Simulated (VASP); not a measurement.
# CuI (Marshite) (F-43m) in VASP: notebook

The runs below take CuI (Marshite) through relaxation of the atoms, with r2SCAN.

Everything below comes from runs of VASP 6.6.1. Logs are shortened: lines on timing, memory, paths and dates and some standing lists are left out, and cuts for length are marked.

### Step 1. The undisturbed crystal

The structure is cubic, space group F-43m (No. 216). Conventional cell: a = 6.063 Å, b = 6.063 Å, c = 6.063 Å, α = 90.00°, β = 90.00°, γ = 90.00°. Cu (site symmetry -43m) has 4 I at 2.63 Å as nearest neighbours. Around I (site symmetry -43m) lie 4 Cu at 2.63 Å.

### Step 2. Relaxation of the atoms, r2SCAN (a relaxed cell with its volume scaled by 1.02)

File INCAR:

```
SYSTEM = CuI
PREC = Accurate
ENCUT = 600
EDIFF = 1E-7
ISMEAR = 0
SIGMA = 0.03
LREAL = .FALSE.
LASPH = .TRUE.
NELM = 80
ALGO = Normal
ISIF = 2
LWAVE = .FALSE.
LCHARG = .FALSE.
METAGGA = R2SCAN
LMIXTAU = .TRUE.
IBRION = 2
NSW = 40
EDIFFG = -0.01
```

File KPOINTS:

```
Automatic mesh
0
G
  8 8 8
  0 0 0
```

File POSCAR:

```
CuI                                     
1.0
    0.0000000000      3.0308878780      3.0308878780
    3.0308878780      0.0000000000      3.0308878780
    3.0308878780      3.0308878780      0.0000000000
  Cu              I             
     1     1
Direct
     0.2500000000000000    0.2500000000000000    0.2500000000000000
     0.0000000000000000    0.0000000000000000    0.0000000000000000
```

Potentials or basis: VASP PAW PBE potentials, release 64 (Cu, I).

The run is started by

```sh
$ cat potpaw_PBE.64/Cu/POTCAR potpaw_PBE.64/I/POTCAR > POTCAR
$ mpirun -np 1 vasp_std > vasp.out
```

OUTCAR:

```text
SYSTEM = CuI
   PREC = Accurate
   ENCUT = 600
   EDIFF = 1E-7
   ISMEAR = 0
   LREAL = .FALSE.
   LASPH = .TRUE.
   NELM = 80
   ISIF = 2
   METAGGA = R2SCAN
   IBRION = 2
   NSW = 40
   EDIFFG = -0.01

 ion  position               nearest neighbor table
   1  0.250  0.250  0.250-   2 2.62   2 2.62   2 2.62   2 2.62
   2  0.000  0.000  0.000-   1 2.62   1 2.62   1 2.62   1 2.62

  LATTYP: Found a face centered cubic cell.
 ALAT       =     6.0617757560

  Lattice vectors:

 A1 = (   0.0000000000,   3.0308878780,   3.0308878780)
 A2 = (   3.0308878780,   0.0000000000,   3.0308878780)
 A3 = (   3.0308878780,   3.0308878780,   0.0000000000)

Analysis of symmetry for initial positions (statically):
=====================================================================
 Subroutine PRICEL returns:
 Original cell was already a primitive cell.

 Routine SETGRP: Setting up the symmetry group for a
 face centered cubic supercell.

 Subroutine GETGRP returns: Found 24 space group operations
 (whereof 24 operations were pure point group operations)
 out of a pool of 48 trial point group operations.

The static configuration has the point symmetry T_d .

Analysis of symmetry for dynamics (positions and initial velocities):
=====================================================================
 Subroutine PRICEL returns:
 Original cell was already a primitive cell.

 Routine SETGRP: Setting up the symmetry group for a
 face centered cubic supercell.

 Subroutine GETGRP returns: Found 24 space group operations
 (whereof 24 operations were pure point group operations)
 out of a pool of 48 trial point group operations.

The dynamic configuration has the point symmetry T_d .

 Subroutine INISYM returns: Found 24 space group operations
 (whereof 24 operations are pure point group operations),
 and found     1 'primitive' translations

----------------------------------------------------------------------------------------

                                     Primitive cell

  volume of cell :      55.6852

  direct lattice vectors                    reciprocal lattice vectors
     0.000000000  3.030887878  3.030887878    -0.164968161  0.164968161  0.164968161
     3.030887878  0.000000000  3.030887878     0.164968161 -0.164968161  0.164968161
     3.030887878  3.030887878  0.000000000     0.164968161  0.164968161 -0.164968161

  length of vectors
     4.286322743  4.286322743  4.286322743     0.285733237  0.285733237  0.285733237

  position of ions in fractional coordinates (direct lattice)
     0.250000000  0.250000000  0.250000000
     0.000000000  0.000000000  0.000000000

  ion indices of the primitive-cell ions
   primitive index   ion index
                 1           1
                 2           2

----------------------------------------------------------------------------------------

 KPOINTS: Automatic mesh

Automatic generation of k-mesh.
 Grid dimensions read from file:
 generate k-points for:    8    8    8

 Generating k-lattice:

  Cartesian coordinates                     Fractional coordinates (reciprocal lattice)
    -0.020621020  0.020621020  0.020621020     0.125000000  0.000000000  0.000000000
     0.020621020 -0.020621020  0.020621020     0.000000000  0.125000000  0.000000000
     0.020621020  0.020621020 -0.020621020     0.000000000  0.000000000  0.125000000

  Length of vectors
     0.035716655  0.035716655  0.035716655

  Shift w.r.t. Gamma in fractional coordinates (k-lattice)
     0.000000000  0.000000000  0.000000000

 Subroutine IBZKPT returns following result:
 ===========================================

 Found     29 irreducible k-points:

 Following reciprocal coordinates:
            Coordinates               Weight
  0.000000  0.000000  0.000000      1.000000
  0.125000  0.000000  0.000000      8.000000
  0.250000  0.000000  0.000000      8.000000
  0.375000  0.000000  0.000000      8.000000
  0.500000  0.000000  0.000000      4.000000
  0.125000  0.125000  0.000000      6.000000
[... 16 lines left out ...]
  0.500000  0.250000  0.125000     48.000000
 -0.375000  0.250000  0.125000     24.000000
 [... further k-points ...]
   k-points           NKPTS =     29   k-points in BZ     NKDIM =     29   number of bands    NBANDS=     13
   number of dos      NEDOS =    301   number of ions     NIONS =      2
   total plane-waves  NPLWV =  46656
   dimension x,y,z NGX =    36 NGY =   36 NGZ =   36
   dimension x,y,z NGXF=    72 NGYF=   72 NGZF=   72
   ions per type =               1   1
   NGX,Y,Z   is equivalent  to a cutoff of  13.96, 13.96, 13.96 a.u.
   NGXF,Y,Z  is equivalent  to a cutoff of  27.93, 27.93, 27.93 a.u.
 SYSTEM =  CuI
   PREC   = accura    normal or accurate (medium, high low for compatibility)
   ISTART =      0    job   : 0-new  1-cont  2-samecut
   ICHARG =      2    charge: 1-file 2-atom 10-const
   ISPIN  =      1    spin polarized calculation?
   LNONCOLLINEAR =      F non collinear calculations
   LSORBIT =      F    spin-orbit coupling
   LASPH  =      T    aspherical Exc in radial PAW
   ENCUT  =  600.0 eV  44.10 Ry    6.64 a.u.   8.56  8.56  8.56*2*pi/ulx,y,z
   NELM   =     80;   NELMIN=  2; NELMDL= -5     # of ELM steps
   EDIFF  = 0.1E-06   stopping-criterion for ELM
   LREAL  =      F    real-space projection
   EDIFFG = -.1E-01   stopping-criterion for IOM
   NSW    =     40    number of steps for IOM
   IBRION =      2    ionic relax: 0-MD 1-quasi-New 2-CG
   NFREE  =      1    steps in history (QN), initial steepest desc. (CG)
   ISIF   =      2    stress and relaxation
   ISYM   =      2    0-nonsym 1-usesym 2-fastsym
   POTIM  = 0.5000    time-step for ionic-motion
   TEBEG  =    0.0;   TEEND  =   0.0 temperature during run
   PSTRESS=    0.0 pullay stress
   NELECT =      18.0000    total number of electrons
   NUPDOWN=      -1.0000    fix difference up-down
   EMIN   =  10.00;   EMAX   =-10.00  energy-range for DOS
   EFERMI =   0.00;   METHOD = LEGACY
   ISMEAR =     0;   SIGMA  =   0.03  broadening in eV -4-tet -1-fermi 0-gaus
   EFERMI_NEDOS =   21; number of points for ismear=-14 and -15
   IALGO  =     38    algorithm
   IMIX   =      4    mixing-type and parameters
     AMIX     =   0.40;   BMIX     =  1.00
     AMIX_MAG =   1.60;   BMIX_MAG =  1.00
  volume/ion in A,a.u.               =      27.84       187.89
  Fermi-wavevector in a.u.,A,eV,Ry     =   1.123533  2.123169 17.174991  1.262326
  Thomas-Fermi vector in A             =   2.260200
   LORBIT       =      0    0 simple, 1 ext, 2 COOP (PROOUT), +10 PAW based schemes
   METAGGA = R2SCAN    functional components
   LHFCALC =     F    Hartree Fock is set to
   AEXX    =    0.0000 exact exchange contribution
   IVDW    =     0    specifies the selected vdW correction
   LEPSILON=     F    determine dielectric tensor
   LRPA    =     F    only Hartree local field effects (RPA)
 conjugate gradient relaxation of ions
 non-spin polarized calculation
 Gauss-broadening in eV      SIGMA  =   0.03
  energy-cutoff  :      600.00
  volume of cell :       55.69
 maximum number of plane-waves:      1880
 NGX is ok and might be reduce to    36
   NGX = 17   NGY = 17   NGZ = 17

 number of electron      18.0000006 magnetization

 Free energy of the ion-electron system (eV)
  ---------------------------------------------------
  ext. energy  EPLUGINS =         0.00000000
  ---------------------------------------------------
  free energy    TOTEN  =       -35.79426966 eV

  energy without entropy =      -35.79426966  energy(sigma->0) =      -35.79426966

 E-fermi :   4.4113     XC(G=0):  -9.4526

 val. band max:        4.2647592904   @ k =   0.0000   0.0000   0.0000
 cond. band min:       5.8813615533   @ k =   0.0000   0.0000   0.0000
 fundamental gap:      1.6166022629
 Fermi energy:         4.4113415770

 k-point     1 :       0.0000    0.0000    0.0000
  band No.  band energies     occupation
      1     -10.2625      2.00000
      2       0.4625      2.00000
      3       0.4625      2.00000
      4       0.4625      2.00000
      5       2.4289      2.00000
      6       2.4289      2.00000
      7       4.2647      2.00000
      8       4.2648      2.00000
      9       4.2648      2.00000
     10       5.8814      0.00000
     11       9.5088      0.00000
     12       9.5088      0.00000
     13       9.5088      0.00000

 k-point     2 :       0.1250    0.0000    0.0000
  band No.  band energies     occupation
      1     -10.1864      2.00000
      2       0.1641      2.00000
      3       0.4673      2.00000
      4       0.4673      2.00000
      5       2.4227      2.00000
      6       2.4227      2.00000
      7       3.6878      2.00000
      8       4.1492      2.00000
      9       4.1492      2.00000
     10       6.5336      0.00000
     11       9.4037      0.00000
     12       9.7323      0.00000
     13       9.7324      0.00000

 k-point     3 :       0.2500    0.0000    0.0000
  band No.  band energies     occupation
      1      -9.9914      2.00000
      2      -0.5510      2.00000
      3       0.4760      2.00000
      4       0.4761      2.00000
      5       2.4196      2.00000
      6       2.4196      2.00000
      7       3.0156      2.00000
      8       3.8935      2.00000
      9       3.8936      2.00000
     10       6.9635      0.00000
     11      10.0660      0.00000
     12      10.0661      0.00000
     13      10.1156      0.00000

 k-point     4 :       0.3750    0.0000    0.0000
  band No.  band energies     occupation
      1      -9.7773      2.00000
      2      -1.2477      2.00000
      3       0.4801      2.00000
      4       0.4801      2.00000
      5       2.4391      2.00000
      6       2.4392      2.00000
      7       2.6217      2.00000
      8       3.6529      2.00000
      9       3.6530      2.00000
     10       6.8803      0.00000
     11      10.0737      0.00000
     12      10.0737      0.00000
     13      11.5105      0.00000

 k-point     5 :       0.5000    0.0000    0.0000
  band No.  band energies     occupation
      1      -9.6819      2.00000
      2      -1.5312      2.00000
      3       0.4802      2.00000
      4       0.4803      2.00000
      5       2.4566      2.00000
      6       2.4567      2.00000
      7       2.4931      2.00000
      8       3.5526      2.00000
      9       3.5527      2.00000
     10       6.8149      0.00000
     11      10.0117      0.00000
     12      10.0117      0.00000
     13      11.9810      0.00000
[... 257 lines left out ...]
 k-point    22 :       0.3750    0.2500    0.1250
  band No.  band energies     occupation
      1      -9.8400      2.00000
      2      -0.7508      2.00000
      3       0.2265      2.00000
      4       0.4554      2.00000
      5       2.3574      2.00000
      6       2.4673      2.00000
      7       2.9365      2.00000
      8       3.1776      2.00000
      9       3.6327      2.00000
     10       8.0598      0.00000
     11       8.7119      0.00000
     12      10.1873      0.00000
     13      11.2885      0.00000

 k-point    23 :       0.5000    0.2500    0.1250
  band No.  band energies     occupation
      1      -9.6621      2.00000
      2      -1.1046      2.00000
      3      -0.0039      2.00000
      4       0.4368      2.00000
      5       2.3793      2.00000
      6       2.4415      2.00000
      7       2.6334      2.00000
      8       2.9922      2.00000
      9       3.3971      2.00000
     10       8.1687      0.00000
     11       9.2638      0.00000
     12      10.1953      0.00000
     13      11.6941      0.00000

 k-point    24 :      -0.3750    0.2500    0.1250
  band No.  band energies     occupation
      1      -9.5840      2.00000
      2      -1.2570      2.00000
      3      -0.1017      2.00000
      4       0.4213      2.00000
      5       2.3557      2.00000
      6       2.4384      2.00000
      7       2.5513      2.00000
      8       2.9788      2.00000
      9       3.2644      2.00000
     10       8.1496      0.00000
     11       9.2004      0.00000
     12      10.8689      0.00000
     13      12.0591      0.00000

 [... further k-points ...]
[... 5 lines left out ...]
  --------------------------------------------------------------------------------------
  -------------------------------------------------------------------------------------
  Total       -0.2751283     -0.2751283     -0.2751283      0.0000000     -0.0000000      0.0000000
  in kB       -7.9160095     -7.9160095     -7.9160095      0.0000000     -0.0000000      0.0000000
  external PRESSURE =      -7.9160095 kB  Pullay stress =       0.0000000 kB

 VOLUME and BASIS-vectors are now :
 -----------------------------------------------------------------------------
  energy-cutoff  :      600.00
  volume of cell :       55.69
      direct lattice vectors                 reciprocal lattice vectors
     0.000000000  3.030887878  3.030887878    -0.164968161  0.164968161  0.164968161
     3.030887878  0.000000000  3.030887878     0.164968161 -0.164968161  0.164968161
     3.030887878  3.030887878  0.000000000     0.164968161  0.164968161 -0.164968161

 POSITION                                       TOTAL-FORCE (eV/Angst)
 -----------------------------------------------------------------------------------
      1.51544      1.51544      1.51544        -0.000000      0.000000      0.000000
      0.00000      0.00000      0.00000         0.000000     -0.000000     -0.000000
 -----------------------------------------------------------------------------------
    total drift:                               -0.000011     -0.000011     -0.000011

  FREE ENERGIE OF THE ION-ELECTRON SYSTEM (eV)
  ---------------------------------------------------
  free  energy   TOTEN  =       -35.7942696589 eV

  energy  without entropy=      -35.7942696589  energy(sigma->0) =      -35.79426966

 reached required accuracy - stopping structural energy minimisation
```

It took 96 s on 1 thread of Intel Xeon Platinum 8488C (Sapphire Rapids), shared host; peak memory 0.23 GiB.

What came out:

| Quantity | Value |
| --- | --- |
| Free energy | -35.7943 eV |
| Pressure after relaxing | -0.8 GPa |
| Band gap on the k mesh | 1.62 eV, direct |

Final structure:
```
Cu I
1.0
     0.00000    3.03089    3.03089
     3.03089    0.00000    3.03089
     3.03089    3.03089    0.00000
Cu I
1 1
Direct
  0.25000 0.25000 0.25000
  0.00000 0.00000 0.00000
```

Caveat: the relaxation stopped at its first step, so nothing moved; the PAW data sets were made with another functional, which shifts forces and pressure a little; spin-orbit coupling is left out, which moves the levels of the heavy elements.

### Step 3. Relaxation of the atoms, r2SCAN (a relaxed cell with its volume scaled by 1.04)

INCAR is that of step 2.

KPOINTS is that of step 2.

File POSCAR:

```
CuI                                     
1.0
    0.0000000000      3.0505695196      3.0505695196
    3.0505695196      0.0000000000      3.0505695196
    3.0505695196      3.0505695196      0.0000000000
  Cu              I             
     1     1
Direct
     0.2500000000000000    0.2500000000000000    0.2500000000000000
     0.0000000000000000    0.0000000000000000    0.0000000000000000
```

Potentials or basis: VASP PAW PBE potentials, release 64 (Cu, I).

The run is started by

```sh
$ cat potpaw_PBE.64/Cu/POTCAR potpaw_PBE.64/I/POTCAR > POTCAR
$ mpirun -np 1 vasp_std > vasp.out
```

It took 1.8 min on 1 thread of Intel Xeon Platinum 8488C (Sapphire Rapids), shared host; peak memory 0.22 GiB.

Results (log left out):

```
Free energy             : -35.7863 eV
Pressure after relaxing : -1.5 GPa
Band gap on the k mesh  : 1.56 eV, direct
```

Final structure:
```cif
data_structure
_symmetry_space_group_name_H-M 'P 1'
_symmetry_Int_Tables_number 1
_cell_length_a 4.3142
_cell_length_b 4.3142
_cell_length_c 4.3142
_cell_angle_alpha 60.000
_cell_angle_beta 60.000
_cell_angle_gamma 60.000
_cell_volume 56.78
loop_
_atom_site_label
_atom_site_type_symbol
_atom_site_fract_x
_atom_site_fract_y
_atom_site_fract_z
_atom_site_occupancy
Cu1 Cu 0.25000 0.25000 0.25000 1
I1 I 0.00000 0.00000 0.00000 1
```

Levels at points of the mesh, in eV from the valence-band top:
| k point | band 6 | band 7 | band 8 | band 9 | band 10 | band 11 | band 12 | band 13 |
| --- | --- | --- | --- | --- | --- | --- | --- | --- |
| (0.00, 0.00, 0.00) | -1.76 | 0.00 | 0.00 | 0.00 | 1.56 | 5.27 | 5.27 | 5.27 |
| (0.50, 0.00, 0.00) | -1.73 | -1.69 | -0.68 | -0.68 | 2.53 | 5.76 | 5.76 | 7.67 |
| (0.50, 0.50, 0.00) | -1.68 | -1.67 | -1.43 | -1.43 | 2.98 | 3.19 | 9.65 | 10.31 |

Caveat: the relaxation stopped at its first step, so nothing moved; the PAW data sets were made with another functional, which shifts forces and pressure a little; spin-orbit coupling is left out, which moves the levels of the heavy elements.
